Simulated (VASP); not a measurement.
# Nd (Fm-3m) in VASP: notebook

The runs below take Nd through single point, with PBE.

Everything below comes from runs of VASP 6.6.1. Logs are shortened: lines on timing, memory, paths and dates and some standing lists are left out, and cuts for length are marked.

## (1) The structure

It takes space group Fm-3m (No. 225, cubic). The conventional cell has a = 5.210 Å, b = 5.210 Å, c = 5.210 Å, α = 90.00°, β = 90.00°, γ = 90.00°. Nd (site symmetry m-3m) is surrounded by 12 Nd at 3.68 Å.

This isn't the form of Nd at room conditions, which is double hcp.

## (2) Single point, PBE, collinear spin, typed start

INCAR

```
SYSTEM = Nd
ALGO = Fast
EDIFF = 1E-6
ENCUT = 520
GGA = PE
ISIF = 2
ISMEAR = -1
ISPIN = 2
LASPH = .TRUE.
LCHARG = .TRUE.
LELF = .TRUE.
LMAXMIX = 6
LORBIT = 11
LREAL = .FALSE.
LVHAR = .TRUE.
LWAVE = .FALSE.
MAGMOM = 3
NBANDS = 17
NELM = 150
PREC = Accurate
SIGMA = 0.05
```

KPOINTS

```
k-points
0
G
  9 9 9
  0 0 0
```

POSCAR

```
Nd
1.0
    0.0000000000      2.6049204508      2.6049204508
    2.6049204508      0.0000000000      2.6049204508
    2.6049204508      2.6049204508      0.0000000000
Nd
1
Direct
    0.0000000000      0.0000000000      0.0000000000
```

Potentials or basis: VASP PAW PBE potentials, release 64 (Nd).

The run is started by

```
cat potpaw_PBE.64/Nd/POTCAR > POTCAR
mpirun -np 1 vasp_std > vasp.out
```

OUTCAR:

```text
SYSTEM = Nd
   EDIFF = 1E-6
   ENCUT = 520
   GGA = PE
   ISIF = 2
   ISMEAR = -1
   ISPIN = 2
   LASPH = .TRUE.
   LORBIT = 11
   LREAL = .FALSE.
   NELM = 150
   PREC = Accurate

 ion  position               nearest neighbor table
   1  0.000  0.000  0.000-

  LATTYP: Found a face centered cubic cell.
 ALAT       =     5.2098409016

  Lattice vectors:

 A1 = (   0.0000000000,   2.6049204508,   2.6049204508)
 A2 = (   2.6049204508,   0.0000000000,   2.6049204508)
 A3 = (   2.6049204508,   2.6049204508,   0.0000000000)

Analysis of symmetry for initial positions (statically):
=====================================================================
 Subroutine PRICEL returns:
 Original cell was already a primitive cell.

 Routine SETGRP: Setting up the symmetry group for a
 face centered cubic supercell.

 Subroutine GETGRP returns: Found 48 space group operations
 (whereof 48 operations were pure point group operations)
 out of a pool of 48 trial point group operations.

The static configuration has the point symmetry O_h .

Analysis of symmetry for dynamics (positions and initial velocities):
=====================================================================
 Subroutine PRICEL returns:
 Original cell was already a primitive cell.

 Routine SETGRP: Setting up the symmetry group for a
 face centered cubic supercell.

 Subroutine GETGRP returns: Found 48 space group operations
 (whereof 48 operations were pure point group operations)
 out of a pool of 48 trial point group operations.

The dynamic configuration has the point symmetry O_h .

Analysis of structural, dynamic, and magnetic symmetry:
=====================================================================
 Subroutine PRICEL returns:
 Original cell was already a primitive cell.

 Routine SETGRP: Setting up the symmetry group for a
 face centered cubic supercell.

 Subroutine GETGRP returns: Found 48 space group operations
 (whereof 48 operations were pure point group operations)
 out of a pool of 48 trial point group operations.

The overall configuration has the point symmetry O_h .

 Subroutine INISYM returns: Found 48 space group operations
 (whereof 48 operations are pure point group operations),
 and found     1 'primitive' translations

----------------------------------------------------------------------------------------

                                     Primitive cell

  volume of cell :      35.3520

  direct lattice vectors                    reciprocal lattice vectors
     0.000000000  2.604920451  2.604920451    -0.191944441  0.191944441  0.191944441
     2.604920451  0.000000000  2.604920451     0.191944441 -0.191944441  0.191944441
     2.604920451  2.604920451  0.000000000     0.191944441  0.191944441 -0.191944441

  length of vectors
     3.683913830  3.683913830  3.683913830     0.332457524  0.332457524  0.332457524

  position of ions in fractional coordinates (direct lattice)
     0.000000000  0.000000000  0.000000000

  ion indices of the primitive-cell ions
   primitive index   ion index
                 1           1

----------------------------------------------------------------------------------------

 KPOINTS: k-points

Automatic generation of k-mesh.
 Grid dimensions read from file:
 generate k-points for:    9    9    9

 Generating k-lattice:

  Cartesian coordinates                     Fractional coordinates (reciprocal lattice)
    -0.021327160  0.021327160  0.021327160     0.111111111  0.000000000  0.000000000
     0.021327160 -0.021327160  0.021327160     0.000000000  0.111111111  0.000000000
     0.021327160  0.021327160 -0.021327160     0.000000000  0.000000000  0.111111111

  Length of vectors
     0.036939725  0.036939725  0.036939725

  Shift w.r.t. Gamma in fractional coordinates (k-lattice)
     0.000000000  0.000000000  0.000000000

 Subroutine IBZKPT returns following result:
 ===========================================

 Found     35 irreducible k-points:

 Following reciprocal coordinates:
            Coordinates               Weight
  0.000000  0.000000  0.000000      1.000000
  0.111111  0.000000  0.000000      8.000000
  0.222222  0.000000  0.000000      8.000000
  0.333333  0.000000  0.000000      8.000000
  0.444444  0.000000  0.000000      8.000000
  0.111111  0.111111  0.000000      6.000000
[... 16 lines left out ...]
 -0.333333  0.333333  0.000000     12.000000
  0.444444  0.444444  0.000000      6.000000
 [... further k-points ...]
   k-points           NKPTS =     35   k-points in BZ     NKDIM =     35   number of bands    NBANDS=     17
   number of dos      NEDOS =    301   number of ions     NIONS =      1
   total plane-waves  NPLWV =  21952
   dimension x,y,z NGX =    28 NGY =   28 NGZ =   28
   dimension x,y,z NGXF=    56 NGYF=   56 NGZF=   56
   ions per type =               1
   NGX,Y,Z   is equivalent  to a cutoff of  12.64, 12.64, 12.64 a.u.
   NGXF,Y,Z  is equivalent  to a cutoff of  25.27, 25.27, 25.27 a.u.
 SYSTEM =  Nd
   PREC   = accura    normal or accurate (medium, high low for compatibility)
   ISTART =      0    job   : 0-new  1-cont  2-samecut
   ICHARG =      2    charge: 1-file 2-atom 10-const
   ISPIN  =      2    spin polarized calculation?
   LNONCOLLINEAR =      F non collinear calculations
   LSORBIT =      F    spin-orbit coupling
   LASPH  =      T    aspherical Exc in radial PAW
   ENCUT  =  520.0 eV  38.22 Ry    6.18 a.u.   6.85  6.85  6.85*2*pi/ulx,y,z
   NELM   =    150;   NELMIN=  2; NELMDL= -5     # of ELM steps
   EDIFF  = 0.1E-05   stopping-criterion for ELM
   LREAL  =      F    real-space projection
   EDIFFG = 0.1E-04   stopping-criterion for IOM
   NSW    =      0    number of steps for IOM
   IBRION =     -1    ionic relax: 0-MD 1-quasi-New 2-CG
   NFREE  =      0    steps in history (QN), initial steepest desc. (CG)
   ISIF   =      2    stress and relaxation
   ISYM   =      2    0-nonsym 1-usesym 2-fastsym
   POTIM  = 0.5000    time-step for ionic-motion
   TEBEG  =    0.0;   TEEND  =   0.0 temperature during run
   PSTRESS=    0.0 pullay stress
   NELECT =      14.0000    total number of electrons
   NUPDOWN=      -1.0000    fix difference up-down
   EMIN   =  10.00;   EMAX   =-10.00  energy-range for DOS
   EFERMI =   0.00;   METHOD = LEGACY
   ISMEAR =    -1;   SIGMA  =   0.05  broadening in eV -4-tet -1-fermi 0-gaus
   EFERMI_NEDOS =   21; number of points for ismear=-14 and -15
   IALGO  =     68    algorithm
   IMIX   =      4    mixing-type and parameters
     AMIX     =   0.40;   BMIX     =  1.00
     AMIX_MAG =   1.60;   BMIX_MAG =  1.00
  volume/ion in A,a.u.               =      35.35       238.57
  Fermi-wavevector in a.u.,A,eV,Ry     =   1.202208  2.271844 19.664565  1.445305
  Thomas-Fermi vector in A             =   2.337996
   LORBIT       =     11    0 simple, 1 ext, 2 COOP (PROOUT), +10 PAW based schemes
   GGA     = PE    functional components
   LHFCALC =     F    Hartree Fock is set to
   AEXX    =    0.0000 exact exchange contribution
   IVDW    =     0    specifies the selected vdW correction
   LEPSILON=     F    determine dielectric tensor
   LRPA    =     F    only Hartree local field effects (RPA)
 spin polarized calculation
 RMM-DIIS sequential band-by-band and
  energy-cutoff  :      520.00
  volume of cell :       35.35
 maximum number of plane-waves:       963
   NGX = 13   NGY = 13   NGZ = 13

 number of electron      13.9999998 magnetization       4.1831101

 Free energy of the ion-electron system (eV)
  ---------------------------------------------------
  ext. energy  EPLUGINS =         0.00000000
  ---------------------------------------------------
  free energy    TOTEN  =        -6.50519547 eV

  energy without entropy =       -6.47697775  energy(sigma->0) =       -6.49108661

 E-fermi :   4.4346     XC(G=0):  -9.7350

 val. band max:        4.4345031549   @ k =   0.3333   0.2222   0.0000
 cond. band min:       4.4369859322   @ k =   0.4444   0.0000   0.0000
 fundamental gap:      0.0024827774
 Fermi energy:         4.4345635327

 spin component 1

 k-point     1 :       0.0000    0.0000    0.0000
  band No.  band energies     occupation
      1     -32.9180      1.00000
      2     -13.6129      1.00000
      3     -13.6129      1.00000
      4     -13.6129      1.00000
      5       0.3848      1.00000
      6       4.1805      0.99382
[... 9 lines left out ...]
     16       8.4712      0.00000
     17       8.4712      0.00000

 k-point     2 :       0.1111    0.0000    0.0000
  band No.  band energies     occupation
      1     -32.9036      1.00000
      2     -13.7518      1.00000
      3     -13.6296      1.00000
      4     -13.6296      1.00000
      5       0.7329      1.00000
      6       4.1238      0.99800
[... 9 lines left out ...]
     16       8.3265      0.00000
     17       8.3266      0.00000
[... 421 lines left out ...]
 k-point    24 :       0.4444    0.4444    0.0000
  band No.  band energies     occupation
      1     -32.7578      1.00000
      2     -14.5942      1.00000
      3     -13.9849      1.00000
      4     -13.9849      1.00000
      5       2.5290      1.00000
      6       3.1243      1.00000
[... 9 lines left out ...]
     16      10.3866      0.00000
     17      10.3873      0.00000

 [... further k-points ...]

 spin component 2

 k-point     1 :       0.0000    0.0000    0.0000
  band No.  band energies     occupation
      1     -31.2640      1.00000
      2     -12.2769      1.00000
      3     -12.2769      1.00000
      4     -12.2769      1.00000
      5       1.3359      1.00000
      6       6.1197      0.00000
[... 9 lines left out ...]
     16       9.2922      0.00000
     17       9.2922      0.00000

 k-point     2 :       0.1111    0.0000    0.0000
  band No.  band energies     occupation
      1     -31.2484      1.00000
      2     -12.4248      1.00000
      3     -12.2942      1.00000
      4     -12.2942      1.00000
      5       1.6910      1.00000
      6       5.9517      0.00000
[... 9 lines left out ...]
     16       9.1694      0.00000
     17       9.1694      0.00000
[... 421 lines left out ...]
 k-point    24 :       0.4444    0.4444    0.0000
  band No.  band energies     occupation
      1     -31.0900      1.00000
      2     -13.3071      1.00000
      3     -12.6693      1.00000
      4     -12.6693      1.00000
      5       3.1863      1.00000
      6       4.2025      0.99045
[... 9 lines left out ...]
     16      11.5080      0.00000
     17      11.5633      0.00000

 [... further k-points ...]
[... 5 lines left out ...]
  --------------------------------------------------------------------------------------
  -------------------------------------------------------------------------------------
  Total       -0.0755671     -0.0755671     -0.0755671     -0.0000000     -0.0000000      0.0000000
  in kB       -3.4247579     -3.4247579     -3.4247579     -0.0000000     -0.0000000      0.0000000
  external PRESSURE =      -3.4247579 kB  Pullay stress =       0.0000000 kB

 VOLUME and BASIS-vectors are now :
 -----------------------------------------------------------------------------
  energy-cutoff  :      520.00
  volume of cell :       35.35
      direct lattice vectors                 reciprocal lattice vectors
     0.000000000  2.604920451  2.604920451    -0.191944441  0.191944441  0.191944441
     2.604920451  0.000000000  2.604920451     0.191944441 -0.191944441  0.191944441
     2.604920451  2.604920451  0.000000000     0.191944441  0.191944441 -0.191944441

 POSITION                                       TOTAL-FORCE (eV/Angst)
 -----------------------------------------------------------------------------------
      0.00000      0.00000      0.00000         0.000000      0.000000      0.000000
 -----------------------------------------------------------------------------------
    total drift:                                0.000000     -0.000000     -0.000000

  FREE ENERGIE OF THE ION-ELECTRON SYSTEM (eV)
  ---------------------------------------------------
  free  energy   TOTEN  =        -6.5051954676 eV

  energy  without entropy=       -6.4769777531  energy(sigma->0) =       -6.49108661

 total charge

# of ion       s       p       d       f       tot
--------------------------------------------------
    1        2.024   5.368   0.540   3.271  11.203

 magnetization (x)

# of ion       s       p       d       f       tot
--------------------------------------------------
    1       -0.005  -0.091   0.233   3.249   3.385
```

Wall time 2.9 min (1 thread of Intel Xeon Platinum 8488C (Sapphire Rapids), shared host); peak memory 0.22 GiB.

Results:

* Free energy: -6.5052 eV
* Pressure: -0.3 GPa
* Band gap on the k mesh: none (metal or under the smearing width)
* Net moment: 4.18 μB per cell
* Site moments: Nd +3.38 μB
* Valence electrons inside the program's atomic spheres: Nd 11.20

Caveat: the magnetic or orbital state may not be the lowest; spin-orbit coupling is left out, which moves the levels of the heavy elements.

## (3) Single point, PBE, collinear spin, typed start (volume scaled by 1.06)

INCAR

```
SYSTEM = Nd
PREC     = Accurate       ! precision mode
ENCUT    = 520            ! plane-wave cutoff, eV
EDIFF    = 1E-7           ! SCF threshold, eV
ISMEAR   = -1             ! smearing method
SIGMA    = 0.05           ! smearing width, eV
LREAL    = .False.        ! projectors in reciprocal space
LASPH    = .True.         ! aspherical terms in the spheres
NELM     = 150            ! most SCF steps
ALGO     = Normal         ! electronic algorithm
ISIF     = 2              ! what is computed and relaxed
LWAVE    = .False.        ! write WAVECAR
LCHARG   = .False.        ! write CHGCAR
ISPIN    = 2              ! spin polarisation
MAGMOM   = 3              ! initial moments
LORBIT   = 11             ! projections on sites
LMAXMIX  = 6              ! l up to which the mixer works
GGA      = PE             ! functional
NBANDS   = 17             ! bands
```

KPOINTS

```
regular mesh
0
Gamma
  9 9 9
  0 0 0
```

POSCAR

```
Nd
1.0
    0.0000000000      2.6560102930      2.6560102930
    2.6560102930      0.0000000000      2.6560102930
    2.6560102930      2.6560102930      0.0000000000
Nd
1
Direct
    0.0000000000      0.0000000000      0.0000000000
```

Potentials or basis: VASP PAW PBE potentials, release 64 (Nd).

The run is started by

```
cat potpaw_PBE.64/Nd/POTCAR > POTCAR
mpirun -np 1 vasp_std > vasp.out
```

OUTCAR:

```text
SYSTEM = Nd
   PREC = Accurate
   ENCUT = 520
   EDIFF = 1E-7
   ISMEAR = -1
   LREAL = .False.
   LASPH = .True.
   NELM = 150
   ISIF = 2
   ISPIN = 2
   LORBIT = 11
   GGA = PE

 ion  position               nearest neighbor table
   1  0.000  0.000  0.000-

  LATTYP: Found a face centered cubic cell.
 ALAT       =     5.3120205860

  Lattice vectors:

 A1 = (   0.0000000000,   2.6560102930,   2.6560102930)
 A2 = (   2.6560102930,   0.0000000000,   2.6560102930)
 A3 = (   2.6560102930,   2.6560102930,   0.0000000000)

Analysis of symmetry for initial positions (statically):
=====================================================================
 Subroutine PRICEL returns:
 Original cell was already a primitive cell.

 Routine SETGRP: Setting up the symmetry group for a
 face centered cubic supercell.

 Subroutine GETGRP returns: Found 48 space group operations
 (whereof 48 operations were pure point group operations)
 out of a pool of 48 trial point group operations.

The static configuration has the point symmetry O_h .

Analysis of symmetry for dynamics (positions and initial velocities):
=====================================================================
 Subroutine PRICEL returns:
 Original cell was already a primitive cell.
[... 644 lines left out ...]
      6       2.8953      1.00000
[... 9 lines left out ...]
     16       9.6946      0.00000
     17       9.6946      0.00000

 [... further k-points ...]

 spin component 2

 k-point     1 :       0.0000    0.0000    0.0000
  band No.  band energies     occupation
      1     -31.6358      1.00000
      2     -12.7443      1.00000
      3     -12.7443      1.00000
      4     -12.7443      1.00000
      5       1.0026      1.00000
      6       5.8114      0.00000
[... 459 lines left out ...]
      6       3.9809      0.91956
[... 9 lines left out ...]
     16      10.8147      0.00000
     17      10.8147      0.00000

 [... further k-points ...]
[... 5 lines left out ...]
  --------------------------------------------------------------------------------------
  -------------------------------------------------------------------------------------
  Total       -0.2841363     -0.2841363     -0.2841363      0.0000000      0.0000000     -0.0000000
  in kB      -12.1483701    -12.1483701    -12.1483701      0.0000000      0.0000000     -0.0000000
  external PRESSURE =     -12.1483701 kB  Pullay stress =       0.0000000 kB

 VOLUME and BASIS-vectors are now :
 -----------------------------------------------------------------------------
  energy-cutoff  :      520.00
  volume of cell :       37.47
      direct lattice vectors                 reciprocal lattice vectors
     0.000000000  2.656010293  2.656010293    -0.188252282  0.188252282  0.188252282
     2.656010293  0.000000000  2.656010293     0.188252282 -0.188252282  0.188252282
     2.656010293  2.656010293  0.000000000     0.188252282  0.188252282 -0.188252282

 POSITION                                       TOTAL-FORCE (eV/Angst)
 -----------------------------------------------------------------------------------
      0.00000      0.00000      0.00000         0.000000     -0.000000      0.000000
 -----------------------------------------------------------------------------------
    total drift:                               -0.000000     -0.000000     -0.000000

  FREE ENERGIE OF THE ION-ELECTRON SYSTEM (eV)
  ---------------------------------------------------
  free  energy   TOTEN  =        -6.4977598186 eV

  energy  without entropy=       -6.4670513340  energy(sigma->0) =       -6.48240558

 total charge

# of ion       s       p       d       f       tot
--------------------------------------------------
    1        2.023   5.380   0.504   3.285  11.193

 magnetization (x)

# of ion       s       p       d       f       tot
--------------------------------------------------
    1       -0.006  -0.093   0.235   3.269   3.405
```

stdout:

```text
POSCAR found type information on POSCAR Nd
 POSCAR found :  1 types and       1 ions
 scaLAPACK will be used
 LDA part: xc-table for (Slater+PW92), standard interpolation
 POSCAR, INCAR and KPOINTS ok, starting setup
 FFT: planning ... GRIDC
 FFT: planning ... GRID_SOFT
 FFT: planning ... GRID
 WAVECAR not read
 entering main loop
```

Run time: 62 s. Hardware: 1 thread of Intel Xeon Platinum 8488C (Sapphire Rapids), shared host; peak memory 0.2 GiB.

Results:

* Free energy: -6.4978 eV
* Pressure: -1.2 GPa
* Band gap on the k mesh: none (metal or under the smearing width)
* Net moment: 4.24 μB per cell
* Site moments: Nd +3.40 μB
* Valence electrons inside the program's atomic spheres: Nd 11.19

Levels at points of the mesh, in eV from the Fermi level:
Spin up:
```
           k point  band 7  band 8  band 9  band 10  band 11  band 12
(0.00, 0.00, 0.00)   -0.30   -0.30    0.17     0.17     0.17     0.23
```
Spin down:
```tsv
k point	band 2	band 3	band 4	band 5	band 6	band 7	band 8	band 9
(0.00, 0.00, 0.00)	-16.85	-16.85	-16.85	-3.10	1.71	1.91	1.91	1.91
```

Caveat: the magnetic or orbital state may not be the lowest; spin-orbit coupling is left out, which moves the levels of the heavy elements. The state reached can hang on the start; a lower one may exist.
